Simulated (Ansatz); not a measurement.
S — field gradients at the nuclei

The cell is a computed structure from the Materials Project (it need not be an observed phase), atoms as given.

```cif
data_S
_symmetry_space_group_name_H-M 'C2/c'
_symmetry_Int_Tables_number 15
_cell_length_a 12.9349
_cell_length_b 10.3659
_cell_length_c 8.5765
_cell_angle_alpha 90.000
_cell_angle_beta 106.195
_cell_angle_gamma 90.000
loop_
_atom_site_label
_atom_site_type_symbol
_atom_site_symmetry_multiplicity
_atom_site_Wyckoff_symbol
_atom_site_fract_x
_atom_site_fract_y
_atom_site_fract_z
S1 S 8 f 0.8346 0.0837 0.1418
S2 S 8 f 0.7975 0.8012 0.8127
S5 S 8 f 0.5758 0.1874 0.5695
S6 S 8 f 0.5737 0.0377 0.7297
S8 S 8 f 0.0729 0.0642 0.7274
```

One atom of each set is listed; the run and its k-mesh use a cell of 20 atoms with edges of 8.29, 8.29, 8.58 Å.

Computed with Ansatz: DFT, r2SCAN, plane waves and PAW, scalar-relativistic, 500 eV cutoff, Γ-centred 4×4×4 k-points, Fermi–Dirac smearing 0.05 eV.

V_zz is the principal component of the electric field gradient with the largest magnitude, η = (V_xx − V_yy)/V_zz and C_Q = eQV_zz/h.

³³S: I = 3/2, Q = -69.40 mb. Nuclear quadrupole moments: year-2017 set (Pyykkö).

```json
{"site": "S1", "atoms": "4", "first shell": "2 S at 2.05–2.07 Å, angle 105°", "V_zz (10²¹ V/m²)": "-25.7", "η": "0.60", "C_Q (MHz)": "43.2"}
{"site": "S2", "atoms": "4", "first shell": "2 S at 2.04–2.05 Å, angle 112°", "V_zz (10²¹ V/m²)": "-26.5", "η": "0.62", "C_Q (MHz)": "44.4"}
{"site": "S5", "atoms": "4", "first shell": "2 S at 2.04–2.08 Å, angle 105°", "V_zz (10²¹ V/m²)": "-26.1", "η": "0.59", "C_Q (MHz)": "43.9"}
{"site": "S6", "atoms": "4", "first shell": "2 S at 2.03–2.08 Å, angle 107°", "V_zz (10²¹ V/m²)": "-26.9", "η": "0.59", "C_Q (MHz)": "45.2"}
{"site": "S8", "atoms": "4", "first shell": "2 S at 2.03–2.07 Å, angle 109°", "V_zz (10²¹ V/m²)": "-26.6", "η": "0.60", "C_Q (MHz)": "44.7"}
```

The structure holds S–S bonds (2.05 Å). At S1, S2, S5, S6 and S8 V_zz stands upright on the plane of its two bonds (within 6°) in each case.

Hardware: 1 thread of Arm Neoverse V1 (aarch64; 8 cores open to the job, memory cap 2.5 GiB, no GPU), a shared host with a load of 0.4 a core. Wall time 3.7 min, CPU time 3.7 min, peak memory 2.2 GiB.
